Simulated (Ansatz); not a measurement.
# CdS (Fm-3m) in Ansatz: notebook

Runs on CdS. Level: PBE. Tasks: relaxation of cell and atoms.

Program: Ansatz 0.2.0. These are calculated values, not measurements. Logs are shortened: lines on timing, memory, paths and dates and some standing lists are left out, and cuts for length are marked.

## 1. Starting point

It takes space group Fm-3m (No. 225, cubic). The conventional cell has a = 5.506 Å, b = 5.506 Å, c = 5.506 Å, α = 90.00°, β = 90.00°, γ = 90.00°. Around Cd (site symmetry m-3m) lie 6 S at 2.75 Å. Around S (site symmetry m-3m) lie 6 Cd at 2.75 Å.

Measurements of this composition are mostly on another form, of space group No. 186.

## 2. Relaxation of cell and atoms, PBE, target pressure 10 GPa, at which the enthalpy is minimised

input.yaml

```yaml
crystal:
  lattice:
    - [0.0, 2.753244, 2.753244]
    - [2.753244, 0.0, 2.753244]
    - [2.753244, 2.753244, 0.0]
  atoms:
    - { symbol: Cd, position: [0.0, 0.0, 0.0] }
    - { symbol: S, position: [0.5, 0.5, 0.5] }
hamiltonian:
  xc: pbe
  pseudopotentials: { kind: paw }
kpoints:
  mp_grid: { grid: [8, 8, 8] }
scf:
  occupations: { method: fermi_dirac, width: 0.05 }
output:
  forces: true
  stress: true
  eigenvalues: true
relax:
  f_tol: 0.01
  max_steps: 40
  cell: { stress_tol: 0.05, p_target: 10.0 }
```

Potentials or basis: Ansatz PAW.

Started as:

```bash
> ansatz run input.yaml --threads 2 --pin off --max-ram 5632MiB --backend cpu --events-out ev --progress --plain --runs-dir out
```

Log:

```text
Warning: RAYON_NUM_THREADS=2 ignored (pool sized by the plan → 2); use --threads N
Engine: ansatz 0.2.0, aarch64-unknown-linux-gnu
Pseudopotentials: kind: paw
Pseudopotential: Cd, paw, valence charge 20, recommended cutoff 420 eV (normal), Cd.paw.azcp
Pseudopotential: S, paw, valence charge 6, recommended cutoff 420 eV (normal), S.paw.azcp
Functional definition: PBE
  parameter kappa = 0.804
  parameter beta = 0.06672455060314922
  exchange = pbe_x(kappa = kappa, mu = beta*pi^2/3)
  correlation = pbe_c(beta = beta)
Crystal: 2 atoms, lattice volume = 41.741 Å³
Basis set: ecut = 420 eV, 869 PW (Γ), exchange–correlation on 54×54×54 points (8 copies of the dense FFT grid, shifted against one another)
Bands: 17, of which v1, the nominal top of the filled ones, is band 13 counted from 1 (12 counted from 0)
Symmetry: 48 space group operations
Space group: Fm-3m (ITA 225), of the structure as read, at distance tolerance 3.5e-5 Å
k-points: 29 of 512
Non-local potential: Cd, projectors of the file, l = 0: 3, l = 1: 2, l = 2: 2, l = 3: 1
Non-local potential: S, projectors of the file, l = 0: 2, l = 1: 2, l = 2: 2
PAW form: soft (Blöchl's): semilocal exchange-correlation on the pseudo side does not see the compensation charge
PAW one-centre angular grid: Cd, 590 points (default); XC on 64 Gauss nodes
PAW one-centre angular grid: S, 110 points (default); XC on 64 Gauss nodes
Initial density: superposition of atomic densities (neutral atoms: chi_scale 0, normalization atom), corrected by the library's trained network
Initial wavefunctions: pseudopotential atomic-orbital guess
Functional: x = pbe(κ = 0.804, μ = 0.2195149727645171), c = pbe(β = 0.06672455060314922)
SCF iter   1: F=—  HF=-9157.557408 eV  |F-HF|=—  |Δ(HF+E_count)|=         —  Δρ=1.03e-3  dr2=5.50e-4  ethr=1.77e-3  ⟨swp⟩=4.7  Hψ=2310  notcnv=0
preconditioner: auto → none  [insulator: Δε(μ)=0.277 eV  Ē_g=12.401 eV  σ=0.050 eV  W_gap=0.80  n_scr=14 (ndim 8)  ℏωp=24.4 eV  f_vac=0.007  D(μ)=0.08/eV (n_scr^D=0)  ε∞_Penn≈4.9]
SCF iter   2: F=—  HF=-9157.558148 eV  |F-HF|=—  |Δ(HF+E_count)|=   7.39e-4  Δρ=3.91e-4  dr2=6.38e-5  ethr=2.12e-6  ⟨swp⟩=2.0  Hψ=972  notcnv=0
SCF iter   3: F=—  HF=-9157.558199 eV  |F-HF|=—  |Δ(HF+E_count)|=   5.14e-5  Δρ=1.11e-4  dr2=3.90e-6  ethr=2.45e-7  ⟨swp⟩=2.5  Hψ=697  notcnv=0
SCF iter   4: F=—  HF=-9157.558202 eV  |F-HF|=—  |Δ(HF+E_count)|=   2.83e-6  Δρ=3.39e-5  dr2=3.59e-7  ethr=1.50e-8  ⟨swp⟩=2.3  Hψ=818  notcnv=0
iter 5 did not close the SCF: its close was put off for the readings that it lacked (scf_convergence_deferred on its scf_iter line)
SCF iter   5: F=-9157.558202 eV  HF=-9157.558202 eV  |F-HF|=1.11e-8  |Δ(HF+E_count)|=   1.26e-7  Δρ=4.47e-6  dr2=3.41e-9  ethr=1.38e-9  ⟨swp⟩=2.7  Hψ=925  notcnv=0
SCF iter   6: F=-9157.558202 eV  HF=-9157.558202 eV  |F-HF|=1.87e-10  |Δ(HF+E_count)|=   1.17e-8  Δρ=8.41e-7  dr2=1.85e-10  ethr=1.31e-11  ⟨swp⟩=1.5  Hψ=1402  notcnv=0
SCF 1 converged in 6 iterations: F = -9157.558202 eV  dr2 = 1.85e-10
relax step   1: F+E_penalty+E_count = -9157.55820200 eV  Δ(F+E_penalty+E_count) = +0.000e0 eV  max|allowed force component| = 2.301e-30 eV/Å  Δτ_max = 0.0000 Å  P = -0.444 GPa  Ω = 41.741 Å³  (6 SCF iters, dr2 threshold 1.00e-7 eV, accepted)
Crystal: 2 atoms, lattice volume = 35.929 Å³
[... 40 lines left out ...]
SCF iter   6: F=-9157.440201 eV  HF=-9157.440201 eV  |F-HF|=1.09e-11  |Δ(HF+E_count)|=   1.06e-9  Δρ=1.80e-7  dr2=3.27e-12  ethr=1.00e-12  ⟨swp⟩=4.0  Hψ=2205  notcnv=0
SCF 5 converged in 6 iterations: F = -9157.440201 eV  dr2 = 3.27e-12
relax step   5: F+E_penalty+E_count = -9157.44020128 eV  Δ(F+E_penalty+E_count) = +1.355e-3 eV  max|allowed force component| = 2.465e-30 eV/Å  Δτ_max = 0.0000 Å  P = +9.951 GPa  Ω = 37.261 Å³  stress off target by 4.92e-2 GPa  SCF on the basis re-selected at this cell (its energy is not comparable with the rows above)  (6 SCF iters)
basis re-selected at this cell: Δ(F+E_penalty+E_count) = +1.355e-3 eV, ΔP = -0.004 GPa vs the last step (what re-selecting the basis moved, of the pressure what is left beyond the Pulay correction that the steps carried, after the strain that the cell walked since its last selection, with what the two solves' SCF thresholds leave and, on support functions, any second-order correction that the steps lacked; it is no measure of the basis error at this ecutwfc). This SCF's stress stands 4.92e-2 GPa from its target on what of the cell is left free (relax.cell.stress_tol is 5.00e-2 GPa) and its largest allowed force component is 2.47e-30 eV/Å (relax.f_tol is 1.00e-2 eV/Å): within both
SCF converged after 6 iterations
Free energy (F): -9157.440201 eV
Harris-Foulkes:  -9157.440201 eV  (|F-HF|=1.09e-11)
Internal energy: -9157.439223 eV  (E = F + TS)
E sigma→0 (E₀):  -9157.439712 eV
Entropy (-TS):   -0.000978 eV (-0.489 meV/atom)
Fermi energy:    11.531198 eV
--- Per-component energies (eV) ---
  E_band       = -403.314259
  E_kinetic    = 614.382855
  E_local      = -3387.789760  (includes V_loc(G=0)·N_el)
  E_nonlocal   = 63.144088
  E_hartree    = 1582.011832
  E_xc         = -274.995379
  E_vxc        = -310.683235  (∫ρ·V_xc dr)
  E_paw        = -4684.502817  (= ΣΔE_a)
  E_vpaw       = -546.391836  (= ΣTr[D̂ρ^β])
  E_aug_tail   = 0.000014  (compensation charges beyond the density's cutoff)
  E_ewald      = -3069.690055
  E_smearing   = -0.000978  (= −TS)
  E_closure    = -0.000000  (closes the sum)
  Σ components = -9157.440201   (vs F -9157.440201, Δ=0.00e0)
--- Forces (eV/Å), atoms counted from 1 ---
  atom   1  Cd    -0.00000000     0.00000000    -0.00000000
  atom   2  S      0.00000000    -0.00000000    -0.00000000
  max |Σ_I F_I| component: 2.17e-30 eV/Å
--- Stress (GPa, compression-positive) ---
        9.950842      -0.000000      -0.000000
       -0.000000       9.950842      -0.000000
       -0.000000      -0.000000       9.950842
  P = ⅓ Tr σ = 9.9508 GPa (99.508 kbar)
--- Band table (eV; the first three rows and the last of 29) ---
  k-point 0: bands = ["-90.3862", "-51.4642", "-51.4642", "-51.4642", "-2.1613", "3.4977", "3.4977", "3.4995", "3.4995", "3.4995", "10.3642", "10.3642", "10.3642", "12.7246", "20.5278", "20.5278", "20.5278"]
  k-point 1: bands = ["-90.3861", "-51.4646", "-51.4642", "-51.4642", "-2.0032", "3.4335", "3.4335", "3.4762", "3.5376", "3.5376", "9.2283", "10.4954", "10.4954", "13.8339", "19.3115", "20.2832", "20.2832"]
  k-point 2: bands = ["-90.3861", "-51.4655", "-51.4644", "-51.4644", "-1.5735", "3.2850", "3.2850", "3.3883", "3.6319", "3.6319", "7.6306", "10.8260", "10.8260", "15.0133", "18.3567", "18.8572", "18.8572"]
  k-point 28: bands = ["-90.3860", "-51.4660", "-51.4660", "-51.4653", "-0.8934", "3.2952", "3.4803", "3.4803", "3.8553", "4.5023", "7.6401", "7.6401", "8.1397", "15.0800", "18.2621", "19.0344", "19.0344"]
--- Relaxed structure (4 steps of the walk, 4 accepted, 1 SCFs on fresh bases) ---
  F+E_penalty+E_count = -9157.44020128 eV   max|allowed force component| = 2.465e-30 eV/Å   (the final SCF, on the basis selected at the relaxed cell)
  cell:  # Å, volume = 37.2611 Å³
    - [-3.5667604230269135e-33, 2.6509934962693458, 2.6509934962693458]
    - [2.6509934962693458, -1.2802181940218098e-33, 2.6509934962693458]
    - [2.6509934962693458, 2.6509934962693458, -9.108037216368796e-34]
  atoms:
    - { symbol: Cd, position: [8.74391238294013e-36, -2.768905587929848e-35, -1.6030506035387554e-35] }
    - { symbol: S, position: [0.5, 0.5, 0.5] }
```

Wall time 4 s (2 threads of Arm Neoverse V1, shared host); peak memory 0.31 GiB.

Results:

| Quantity | Value |
| --- | --- |
| Free energy | -9157.4402 eV |
| Relaxed volume | 18.63 Å³/atom |
| Relaxed cell | a = 3.749 Å, b = 3.749 Å, c = 3.749 Å, α = 60.00°, β = 60.00°, γ = 60.00° |
| Space group after relaxing (to 0.05 Å) | Fm-3m (No. 225) |
| Energy change on relaxing (the enthalpy is what falls) | +59.0 meV/atom |
| Ionic steps | 5 |
| Pressure after relaxing | 10.0 GPa |
| Band gap on the k mesh | 0.24 eV, indirect (least direct gap 2.36 eV) |

The path:
| step | energy change (eV) | largest force (eV/Å) | volume (Å³) |
| --- | --- | --- | --- |
| 1 | 0.0000 | 0.0000 | 41.74 |
| 2 | 0.2174 | 0.0000 | 35.93 |
| 3 | 0.1020 | 0.0000 | 37.51 |
| 4 | 0.1166 | 0.0000 | 37.26 |
| 5 | 0.1180 | 0.0000 | 37.26 |

Final structure:
```
CELL_PARAMETERS angstrom
0.00000 2.65099 2.65099
2.65099 0.00000 2.65099
2.65099 2.65099 0.00000
ATOMIC_POSITIONS crystal
Cd 0.00000 0.00000 0.00000
S 0.50000 0.50000 0.50000
```

Levels at points of the mesh, in eV from the valence-band top:
| k point | band 10 | band 11 | band 12 | band 13 | band 14 | band 15 | band 16 | band 17 |
| --- | --- | --- | --- | --- | --- | --- | --- | --- |
| (0.00, 0.00, 0.00) | -7.86 | -0.99 | -0.99 | -0.99 | 1.37 | 9.17 | 9.17 | 9.17 |
| (0.00, 0.00, -0.50) | -7.59 | -5.30 | 0.00 | 0.00 | 3.38 | 5.78 | 5.78 | 7.65 |
| (0.00, -0.50, -0.50) | -6.62 | -4.92 | -2.56 | -2.56 | 0.24 | 5.87 | 10.43 | 11.96 |

Caveat: the plane-wave basis is chosen anew once the cell has moved, so the energies of steps on either side of that aren't comparable.

## 3. Relaxation of cell and atoms, PBE, target pressure 20 GPa, at which the enthalpy is minimised

Edit input.yaml of step 2 so:

```diff
@@ -22,2 +22,2 @@
   max_steps: 40
-  cell: { stress_tol: 0.05, p_target: 10.0 }
+  cell: { stress_tol: 0.05, p_target: 20.0 }
```

Potentials or basis: Ansatz PAW.

Started as:

```bash
> ansatz run input.yaml --threads 2 --pin off --max-ram 5632MiB --backend cpu --events-out ev --progress --plain --runs-dir out
```

Log:

```text
Warning: RAYON_NUM_THREADS=2 ignored (pool sized by the plan → 2); use --threads N
Engine: ansatz 0.2.0, aarch64-unknown-linux-gnu
Pseudopotentials: kind: paw
Pseudopotential: Cd, paw, valence charge 20, recommended cutoff 420 eV (normal), Cd.paw.azcp
Pseudopotential: S, paw, valence charge 6, recommended cutoff 420 eV (normal), S.paw.azcp
Functional definition: PBE
  parameter kappa = 0.804
  parameter beta = 0.06672455060314922
  exchange = pbe_x(kappa = kappa, mu = beta*pi^2/3)
  correlation = pbe_c(beta = beta)
Crystal: 2 atoms, lattice volume = 41.741 Å³
Basis set: ecut = 420 eV, 869 PW (Γ), exchange–correlation on 54×54×54 points (8 copies of the dense FFT grid, shifted against one another)
Bands: 17, of which v1, the nominal top of the filled ones, is band 13 counted from 1 (12 counted from 0)
Symmetry: 48 space group operations
[... 102 lines left out ...]
--- Stress (GPa, compression-positive) ---
       19.979524       0.000000      -0.000000
        0.000000      19.979524       0.000000
       -0.000000       0.000000      19.979524
  P = ⅓ Tr σ = 19.9795 GPa (199.795 kbar)
--- Band table (eV; the first three rows and the last of 29) ---
  k-point 0: bands = ["-89.1402", "-50.2216", "-50.2216", "-50.2216", "-1.3760", "4.6687", "4.6687", "4.6710", "4.6710", "4.6710", "11.5879", "11.5879", "11.5879", "14.5528", "21.9403", "21.9403", "21.9403"]
  k-point 1: bands = ["-89.1401", "-50.2222", "-50.2217", "-50.2217", "-1.1975", "4.5884", "4.5884", "4.6390", "4.7177", "4.7177", "10.4565", "11.7490", "11.7490", "15.6400", "20.6905", "21.7321", "21.7321"]
  k-point 2: bands = ["-89.1401", "-50.2237", "-50.2219", "-50.2219", "-0.7073", "4.4045", "4.4045", "4.5175", "4.8337", "4.8337", "8.7788", "12.1523", "12.1523", "16.6792", "19.9601", "20.3055", "20.3055"]
  k-point 28: bands = ["-89.1399", "-50.2244", "-50.2244", "-50.2233", "0.0785", "4.4066", "4.6238", "4.6238", "5.1084", "5.9016", "8.6361", "8.6361", "9.2581", "16.7569", "19.8335", "20.4711", "20.4711"]
--- Relaxed structure (5 steps of the walk, 5 accepted, 1 SCFs on fresh bases) ---
  F+E_penalty+E_count = -9157.19745742 eV   max|allowed force component| = 2.695e-30 eV/Å   (the final SCF, on the basis selected at the relaxed cell)
  cell:  # Å, volume = 34.6067 Å³
    - [5.079448995292795e-34, 2.5864864664408254, 2.5864864664408254]
    - [2.5864864664408254, 1.3725642755923234e-33, 2.5864864664408254]
    - [2.5864864664408254, 2.5864864664408254, -9.665299482588087e-34]
  atoms:
    - { symbol: Cd, position: [1.9673802861606074e-35, -3.1332352705519344e-35, -6.557934287205382e-36] }
    - { symbol: S, position: [0.5, 0.5, 0.5] }
```

It took 4.5 s on 2 threads of Arm Neoverse V1, shared host; peak memory 0.31 GiB.

What came out:

```yaml
Free_energy: -9157.1975 eV
Relaxed_volume: 17.30 Å³/atom
Relaxed_cell: a = 3.658 Å, b = 3.658 Å, c = 3.658 Å, α = 60.00°, β = 60.00°, γ = 60.00°
Space_group_after_relaxing_to_0.05_Å: Fm-3m (No. 225)
Energy_change_on_relaxing_the_enthalpy_is_what_falls: +180.4 meV/atom
Ionic_steps: 6
Pressure_after_relaxing: 20.0 GPa
Band_gap_on_the_k_mesh: 0.19 eV, indirect (least direct gap 2.96 eV)
```

Step by step:
```
step  energy change (eV)  largest force (eV/Å)  volume (Å³)
   1              0.0000                0.0000        41.74
   2              0.2174                0.0000        35.93
   3              0.4129                0.0000        34.19
   4              0.3558                0.0000        34.63
   5              0.3587                0.0000        34.61
   6              0.3607                0.0000        34.61
```

Final structure:
```
Cd S
1.0
     0.00000    2.58649    2.58649
     2.58649    0.00000    2.58649
     2.58649    2.58649    0.00000
Cd S
1 1
Direct
  0.00000 0.00000 0.00000
  0.50000 0.50000 0.50000
```

Caveat: the volume moved by over 15 % at a fixed basis, so the end points are rough; the plane-wave basis is chosen anew once the cell has moved, so the energies of steps on either side of that aren't comparable. Expect the measured gap to be larger: semilocal functionals such as PBE lack the derivative discontinuity.

## 4. Relaxation of cell and atoms, PBE, target pressure 30 GPa, at which the enthalpy is minimised

Edit input.yaml of step 3 so:

```diff
@@ -22,2 +22,2 @@
   max_steps: 40
-  cell: { stress_tol: 0.05, p_target: 20.0 }
+  cell: { stress_tol: 0.05, p_target: 30.0 }
```

Started as:

```bash
> ansatz run input.yaml --threads 2 --pin off --max-ram 5632MiB --backend cpu --events-out ev --progress --plain --runs-dir out
```

Wall time 4.7 s (2 threads of Arm Neoverse V1, shared host); peak memory 0.31 GiB.

The run converged. Its results:

```yaml
Free_energy: -9156.9022 eV
Relaxed_volume: 16.35 Å³/atom
Relaxed_cell: a = 3.589 Å, b = 3.589 Å, c = 3.589 Å, α = 60.00°, β = 60.00°, γ = 60.00°
Space_group_after_relaxing_to_0.05_Å: Fm-3m (No. 225)
Energy_change_on_relaxing_the_enthalpy_is_what_falls: +328.0 meV/atom
Ionic_steps: 6
Pressure_after_relaxing: 30.0 GPa
Band_gap_on_the_k_mesh: 0.14 eV, indirect (least direct gap 3.10 eV)
```

The path:
```csv
step,energy change (eV),largest force (eV/Å),volume (Å³)
1,0.0000,0.0000,41.74
2,0.2174,0.0000,35.93
3,0.9225,0.0000,31.43
4,0.6294,0.0000,32.83
5,0.6535,0.0000,32.69
6,0.6560,0.0000,32.69
```

Final structure:
```xyz
2
Lattice="0.0000 2.5380 2.5380 2.5380 0.0000 2.5380 2.5380 2.5380 0.0000" Properties=species:S:1:pos:R:3 pbc="T T T"
Cd    0.0000    0.0000    0.0000
S     2.5380    2.5380    2.5380
```

Levels at points of the mesh, in eV from the valence-band top:
| k point | band 11 | band 12 | band 13 | band 14 | band 15 | band 16 |
| --- | --- | --- | --- | --- | --- | --- |
| (0.00, 0.00, 0.00) | -1.41 | -1.41 | -1.41 | 2.07 | 9.10 | 9.10 |
| (0.00, 0.00, -0.50) | -5.95 | 0.00 | 0.00 | 3.10 | 5.52 | 5.52 |
| (0.00, -0.50, -0.50) | -6.03 | -3.27 | -3.27 | 0.14 | 5.58 | 11.26 |

Caveat: the volume moved by over 15 % at a fixed basis, so the end points are rough; the plane-wave basis is chosen anew once the cell has moved, so the energies of steps on either side of that aren't comparable. A k mesh can miss the band edges.

## 5. The runs side by side

```csv
cell,target pressure (GPa),gap on the mesh (eV),pressure (GPa)
relaxed to 10 GPa,10,0.24,10.0
relaxed to 20 GPa,20,0.19,20.0
relaxed to 30 GPa,30,0.14,30.0
```

Alike in all rows: task relaxation of cell and atoms; level PBE; potentials or basis Ansatz PAW; no spin polarisation; k mesh 8 × 8 × 8; cutoff (eV) 420; smearing fermi-dirac 0.05 eV.

Caveats: the plane-wave basis is chosen anew once the cell has moved, so the energies of steps on either side of that aren't comparable; the volume moved by over 15 % at a fixed basis, so the end points are rough (some runs).

Absolute energies hang on the potentials; compare differences alone.
